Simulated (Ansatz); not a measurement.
# CoSi2 (Fm-3m) in Ansatz: a series of runs

One crystal, CoSi2, is run at these levels: PBEsol; tasks: single point.

All numbers are computed with Ansatz 0.2.0; they aren't measurements. Logs are shortened: lines on timing, memory, paths and dates and some standing lists are left out, and cuts for length are marked.

## Step 1: Starting point

It takes space group Fm-3m (No. 225, cubic). Conventional cell: a = 5.356 Å, b = 5.356 Å, c = 5.356 Å, α = 90.00°, β = 90.00°, γ = 90.00°. Around Co (site symmetry m-3m) lie 8 Si at 2.32 Å. Si (site symmetry -43m) has 4 Co at 2.32 Å as nearest neighbours.

## Step 2: Single point, PBEsol

input.yaml reads:

```yaml
crystal:
  lattice:
    - [0.0, 2.678, 2.678]
    - [2.678, 0.0, 2.678]
    - [2.678, 2.678, 0.0]
  atoms:
    - { symbol: Co, position: [0.0, 0.0, 0.0] }
    - { symbol: Si, position: [0.75, 0.75, 0.75] }
    - { symbol: Si, position: [0.25, 0.25, 0.25] }
hamiltonian:
  xc: pbesol
  pseudopotentials: { kind: paw }
kpoints:
  mp_grid: { grid: [9, 9, 9] }
scf:
  occupations: { method: fermi_dirac, width: 0.05 }
output:
  forces: true
  stress: true
  eigenvalues: true
```

Potentials or basis: Ansatz PAW.

Started as:

```sh
$ ansatz run input.yaml --threads 2 --pin off --max-ram 5632MiB --backend cpu --events-out ev --progress --plain --runs-dir out
```

The log of the run:

```text
Warning: RAYON_NUM_THREADS=2 ignored (pool sized by the plan → 2); use --threads N
Engine: ansatz 0.2.0, x86_64-unknown-linux-gnu
Pseudopotentials: kind: paw
Pseudopotential: Co, paw, valence charge 17, recommended cutoff 420 eV (normal), Co.paw.azcp
Pseudopotential: Si, paw, valence charge 4, recommended cutoff 420 eV (normal), Si.paw.azcp
Functional definition: PBEsol
  exchange = pbesol_x
  correlation = pbesol_c
Crystal: 3 atoms, lattice volume = 38.412 Å³
Basis set: ecut = 420 eV, 749 PW (Γ), exchange–correlation on 54×54×54 points (8 copies of the dense FFT grid, shifted against one another)
Bands: 17, of which v1, the nominal top of the filled ones, is band 13 counted from 1 (12 counted from 0)
Symmetry: 48 space group operations
Space group: Fm-3m (ITA 225), of the structure as read, at distance tolerance 3.4e-5 Å
k-points: 35 of 729
Non-local potential: Co, projectors of the file, l = 0: 3, l = 1: 2, l = 2: 3, l = 3: 1
Non-local potential: Si, projectors of the file, l = 0: 2, l = 1: 2, l = 2: 2
PAW form: soft (Blöchl's): semilocal exchange-correlation on the pseudo side does not see the compensation charge
PAW frozen core: Co, regenerated for the run's functional, and the local potential with it (the file was generated under x = pbe(κ = 0.804, μ = 0.2195149727645171), c = pbe(β = 0.06672455060314922))
PAW frozen core: Si, regenerated for the run's functional, and the local potential with it (the file was generated under x = pbe(κ = 0.804, μ = 0.2195149727645171), c = pbe(β = 0.06672455060314922))
PAW one-centre angular grid: Co, 590 points (default); XC on 64 Gauss nodes
PAW one-centre angular grid: Si, 110 points (default); XC on 64 Gauss nodes
Initial density: superposition of atomic densities (neutral atoms: chi_scale 0, normalization atom), corrected by the library's trained network
Initial wavefunctions: pseudopotential atomic-orbital guess
Functional: x = pbesol(κ = 0.804, μ = 0.12345679012345678), c = pbesol(β = 0.046)
SCF iter   1: F=—  HF=-6337.714650 eV  |F-HF|=—  |Δ(HF+E_count)|=         —  Δρ=1.71e-2  dr2=7.79e-2  ethr=1.77e-3  ⟨swp⟩=5.4  Hψ=3122  notcnv=0
preconditioner: auto → Kerker (q_TF=auto, 2.540 Å⁻¹)  [metal: Δε(μ)=0.016 eV  Ē_g=8.158 eV  σ=0.050 eV  W_gap=0.08  n_scr=14 (ndim 8)  ℏωp=24.7 eV  f_vac=0.002  D(μ)=1.33/eV (n_scr^D=14)]
SCF iter   2: F=—  HF=-6337.707910 eV  |F-HF|=—  |Δ(HF+E_count)|=   6.74e-3  Δρ=5.55e-3  dr2=1.11e-2  ethr=3.11e-4  ⟨swp⟩=2.0  Hψ=1021  notcnv=0  defer=4
SCF iter   3: F=—  HF=-6337.707128 eV  |F-HF|=—  |Δ(HF+E_count)|=   7.81e-4  Δρ=1.10e-3  dr2=8.97e-4  ethr=4.45e-5  ⟨swp⟩=1.0  Hψ=590  notcnv=0  defer=5
SCF iter   4: F=—  HF=-6337.707175 eV  |F-HF|=—  |Δ(HF+E_count)|=   4.69e-5  Δρ=4.34e-4  dr2=9.99e-5  ethr=3.59e-6  ⟨swp⟩=2.9  Hψ=928  notcnv=0  defer=5
SCF iter   5: F=—  HF=-6337.707175 eV  |F-HF|=—  |Δ(HF+E_count)|=   2.11e-7  Δρ=8.14e-5  dr2=3.03e-6  ethr=4.00e-7  ⟨swp⟩=2.3  Hψ=766  notcnv=0  defer=5
SCF iter   6: F=—  HF=-6337.707177 eV  |F-HF|=—  |Δ(HF+E_count)|=   1.73e-6  Δρ=7.86e-5  dr2=1.18e-6  ethr=1.21e-8  ⟨swp⟩=2.0  Hψ=1020  notcnv=0  defer=5
SCF iter   7: F=-6337.707177 eV  HF=-6337.707177 eV  |F-HF|=6.22e-8  |Δ(HF+E_count)|=   1.28e-7  Δρ=1.88e-5  dr2=9.94e-8  ethr=4.00e-10  ⟨swp⟩=3.9  Hψ=2462  notcnv=0
SCF 1 converged in 7 iterations: F = -6337.707177 eV  dr2 = 9.94e-8
SCF converged after 7 iterations
Free energy (F): -6337.707177 eV
Harris-Foulkes:  -6337.707177 eV  (|F-HF|=6.22e-8)
Internal energy: -6337.696995 eV  (E = F + TS)
E sigma→0 (E₀):  -6337.702086 eV
Entropy (-TS):   -0.010182 eV (-3.394 meV/atom)
Fermi energy:    12.747721 eV
--- Per-component energies (eV) ---
  E_band       = -285.192985
  E_kinetic    = 547.639320
  E_local      = -4097.607698  (includes V_loc(G=0)·N_el)
  E_nonlocal   = 503.472450
  E_hartree    = 1780.642437
  E_xc         = -272.055135
  E_vxc        = -304.875004  (∫ρ·V_xc dr)
  E_paw        = -2481.553603  (= ΣΔE_a)
  E_vpaw       = -495.081249  (= ΣTr[D̂ρ^β])
  E_aug_tail   = 0.000131  (compensation charges beyond the density's cutoff)
  E_ewald      = -2318.486437
  E_core_change = 0.251541  (= ΣΔE_core)
  E_smearing   = -0.010182  (= −TS)
  E_closure    = -0.000000  (closes the sum)
  Σ components = -6337.707177   (vs F -6337.707177, Δ=0.00e0)
--- Forces (eV/Å), atoms counted from 1 ---
  atom   1  Co    -0.00000000     0.00000000    -0.00000000
  atom   2  Si     0.00000000     0.00000000     0.00000000
  atom   3  Si     0.00000000    -0.00000000     0.00000000
  max |Σ_I F_I| component: 5.55e-17 eV/Å
--- Stress (GPa, compression-positive) ---
       -4.446543      -0.000000       0.000000
        0.000000      -4.446543      -0.000000
        0.000000       0.000000      -4.446543
  P = ⅓ Tr σ = -4.4465 GPa (-44.465 kbar)
--- Band table (eV; the first three rows and the last of 35) ---
  k-point 0: bands = ["-81.6700", "-45.1259", "-45.1259", "-45.1259", "-0.3523", "8.6918", "8.6918", "8.6918", "10.8781", "10.8781", "13.5549", "16.1855", "16.1855", "16.1855", "16.2295", "16.2295", "16.2295"]
  k-point 1: bands = ["-81.6700", "-45.1262", "-45.1260", "-45.1260", "-0.1646", "8.2400", "8.7576", "8.7576", "10.8236", "10.8236", "13.5584", "14.5149", "15.2140", "15.2140", "17.1748", "17.1748", "18.0121"]
  k-point 2: bands = ["-81.6700", "-45.1270", "-45.1261", "-45.1261", "0.3921", "7.1071", "8.9242", "8.9242", "10.7381", "10.7381", "12.2274", "14.2260", "14.2260", "14.8846", "16.8434", "16.8434", "17.4805"]
  k-point 34: bands = ["-81.6699", "-45.1278", "-45.1275", "-45.1268", "4.1202", "4.9319", "6.9230", "7.0595", "10.2682", "10.5241", "10.9234", "11.3778", "12.1172", "16.0103", "16.6729", "18.3455", "20.0290"]
```

It took 0.99 s on 2 threads of AMD EPYC 7R13 (Zen 3), shared host; peak memory 0.37 GiB.

Results:

| Property | Result |
| --- | --- |
| Free energy | -6337.7072 eV |
| Pressure | -4.4 GPa |
| Band gap on the k mesh | none (metal or under the smearing width) |

Caveat: the PAW data sets come from PBE, with cores solved anew for the run's functional, which leaves a small shift of forces and pressure. Spin polarisation is off, so any magnetic state and its effect on volume and gap are missing.

## Step 3: Single point, PBEsol, collinear spin, ferromagnetic start

Edit input.yaml of step 2 so:

```diff
@@ -6,3 +6,3 @@
   atoms:
-    - { symbol: Co, position: [0.0, 0.0, 0.0] }
+    - { symbol: Co, position: [0.0, 0.0, 0.0], spin: 2.0 }
     - { symbol: Si, position: [0.75, 0.75, 0.75] }
@@ -12,2 +12,4 @@
   pseudopotentials: { kind: paw }
+magnetization:
+  spin_polarized: true
 kpoints:
@@ -20 +22,5 @@
   eigenvalues: true
+  write_density: true
+  write_potential: true
+  elf: true
+  volumetric_format: npy
```

Potentials or basis: Ansatz PAW.

Started as:

```sh
$ ansatz run input.yaml --threads 2 --pin off --max-ram 5632MiB --backend cpu --events-out ev --progress --plain --runs-dir out
```

It took 2.7 s on 2 threads of AMD EPYC 7R13 (Zen 3), shared host; peak memory 0.39 GiB.

The run converged. Its results:

```yaml
Free_energy: -6337.7072 eV
Pressure: -4.4 GPa
Band_gap_on_the_k_mesh: none (metal or under the smearing width)
Net_moment: 0.00 μB per cell
Absolute_moment: 0.00 μB per cell
```

Levels at points of the mesh, in eV from the Fermi level:
Spin up:
| k point | band 11 | band 12 | band 13 | band 14 | band 15 | band 16 |
| --- | --- | --- | --- | --- | --- | --- |
| (0.00, 0.00, 0.00) | 0.81 | 3.44 | 3.44 | 3.44 | 3.48 | 3.48 |
Spin down:
```tsv
k point	band 11	band 12	band 13	band 14	band 15	band 16
(0.00, 0.00, 0.00)	0.81	3.44	3.44	3.44	3.48	3.48
```

Caveat: the starting moments collapsed, and a magnetic state may lie lower; the PAW data sets come from PBE, with cores solved anew for the run's functional, which leaves a small shift of forces and pressure; the starting moments weren't kept.

## Step 4: Single point, PBEsol, collinear spin, random start

Edit input.yaml of step 3 so:

```diff
@@ -6,3 +6,3 @@
   atoms:
-    - { symbol: Co, position: [0.0, 0.0, 0.0], spin: 2.0 }
+    - { symbol: Co, position: [0.0, 0.0, 0.0], spin: 0.09 }
     - { symbol: Si, position: [0.75, 0.75, 0.75] }
```

Potentials or basis: Ansatz PAW.

Started as:

```sh
$ ansatz run input.yaml --threads 2 --pin off --max-ram 5632MiB --backend cpu --events-out ev --progress --plain --runs-dir out
```

The log of the run:

```text
Warning: RAYON_NUM_THREADS=2 ignored (pool sized by the plan → 2); use --threads N
[... 7 set-up lines as earlier in the session ...]
Crystal: 3 atoms, lattice volume = 38.412 Å³
Basis set: ecut = 420 eV, 749 PW (Γ), exchange–correlation on 54×54×54 points (8 copies of the dense FFT grid, shifted against one another)
Bands: 17, of which v1, the nominal top of the filled ones, is band 13 counted from 1 (12 counted from 0)
[... 2 set-up lines as earlier in the session ...]
Magnetic group: BNS 225.116 (UNI 1618), of the structure as read, at distance tolerance 3.4e-5 Å
k-points: 35 of 729
[... 7 set-up lines as earlier in the session ...]
Initial density: superposition of atomic densities (chi_scale 0.1, normalization cell)
Starting moments: Σ|m| = 0.09 μB on 1 of 3 sites
[... 2 set-up lines as earlier in the session ...]
[... 19 lines left out ...]
SCF converged after 13 iterations
Magnetization: 0.0000 μB (12.5000 up, 12.5000 down)
Absolute magnetization: 0.0000 μB (∫|ρ↑−ρ↓|, with the PAW one-centre terms)
Spin contamination: 0.0000 ħ² per cell (⟨S²⟩ above its minimum at these occupations)
Per-site moments (μB) at R_I (Å): [(6.253935745506103e-8, 0.9566766129255746), (-8.651395190950883e-9, 0.9566766129255746), (-8.651395222665379e-9, 0.9566766129255748)]
Free energy (F): -6337.707177 eV
Harris-Foulkes:  -6337.707177 eV  (|F-HF|=6.98e-9)
Internal energy: -6337.696995 eV  (E = F + TS)
E sigma→0 (E₀):  -6337.702086 eV
Entropy (-TS):   -0.010182 eV (-3.394 meV/atom)
Fermi energy:    12.747753 eV
--- Per-component energies (eV) ---
  E_band       = -285.191832
  E_kinetic    = 547.638973
  E_local      = -4097.592726  (includes V_loc(G=0)·N_el)
  E_nonlocal   = 503.468947
  E_hartree    = 1780.629373
  E_xc         = -272.055448
  E_vxc        = -304.875386  (∫ρ·V_xc dr)
  E_paw        = -2481.551348  (= ΣΔE_a)
  E_vpaw       = -495.083103  (= ΣTr[D̂ρ^β])
  E_aug_tail   = 0.000131  (compensation charges beyond the density's cutoff)
  E_ewald      = -2318.486437
  E_core_change = 0.251541  (= ΣΔE_core)
  E_smearing   = -0.010182  (= −TS)
  E_closure    = 0.000000  (closes the sum)
  Σ components = -6337.707177   (vs F -6337.707177, Δ=0.00e0)
--- Forces (eV/Å), atoms counted from 1 ---
  atom   1  Co    -0.00000000     0.00000000     0.00000000
  atom   2  Si     0.00000000    -0.00000000     0.00000000
  atom   3  Si    -0.00000000    -0.00000000     0.00000000
  max |Σ_I F_I| component: 6.48e-17 eV/Å
--- Stress (GPa, compression-positive) ---
       -4.447199       0.000000       0.000000
        0.000000      -4.447199       0.000000
        0.000000      -0.000000      -4.447199
  P = ⅓ Tr σ = -4.4472 GPa (-44.472 kbar)
--- Band table (eV; the first three rows and the last of 70) ---
  k-point 0 ↑: bands = ["-81.6699", "-45.1259", "-45.1259", "-45.1259", "-0.3523", "8.6918", "8.6918", "8.6918", "10.8782", "10.8782", "13.5548", "16.1855", "16.1855", "16.1855", "16.2295", "16.2295", "16.2295"]
  k-point 1 ↑: bands = ["-81.6699", "-45.1261", "-45.1259", "-45.1259", "-0.1646", "8.2401", "8.7577", "8.7577", "10.8237", "10.8237", "13.5584", "14.5149", "15.2140", "15.2140", "17.1748", "17.1748", "18.0120"]
  k-point 2 ↑: bands = ["-81.6699", "-45.1269", "-45.1260", "-45.1260", "0.3921", "7.1071", "8.9242", "8.9242", "10.7382", "10.7382", "12.2274", "14.2260", "14.2260", "14.8846", "16.8434", "16.8434", "17.4804"]
  k-point 34 ↓: bands = ["-81.6699", "-45.1277", "-45.1274", "-45.1267", "4.1202", "4.9319", "6.9230", "7.0594", "10.2683", "10.5241", "10.9235", "11.3778", "12.1173", "16.0103", "16.6729", "18.3455", "20.0290"]
```

Run time: 3 s. Hardware: 2 threads of AMD EPYC 7R13 (Zen 3), shared host; peak memory 0.38 GiB.

Results:

| Item | Value |
| --- | --- |
| Free energy | -6337.7072 eV |
| Pressure | -4.4 GPa |
| Band gap on the k mesh | none (metal or under the smearing width) |
| Net moment | 0.00 μB per cell |
| Absolute moment | 0.00 μB per cell |

Levels at points of the mesh, in eV from the Fermi level:
Spin up:
| k point | band 9 | band 10 | band 11 | band 12 | band 13 | band 14 | band 15 | band 16 | band 17 |
| --- | --- | --- | --- | --- | --- | --- | --- | --- | --- |
| (0.00, 0.00, 0.00) | -1.87 | -1.87 | 0.81 | 3.44 | 3.44 | 3.44 | 3.48 | 3.48 | 3.48 |
Spin down:
```tsv
k point	band 10	band 11	band 12	band 13	band 14	band 15	band 16	band 17
(0.00, 0.00, 0.00)	-1.87	0.81	3.44	3.44	3.44	3.48	3.48	3.48
```

Caveat: the PAW data sets come from PBE, with cores solved anew for the run's functional, which leaves a small shift of forces and pressure; the starting moments weren't kept.
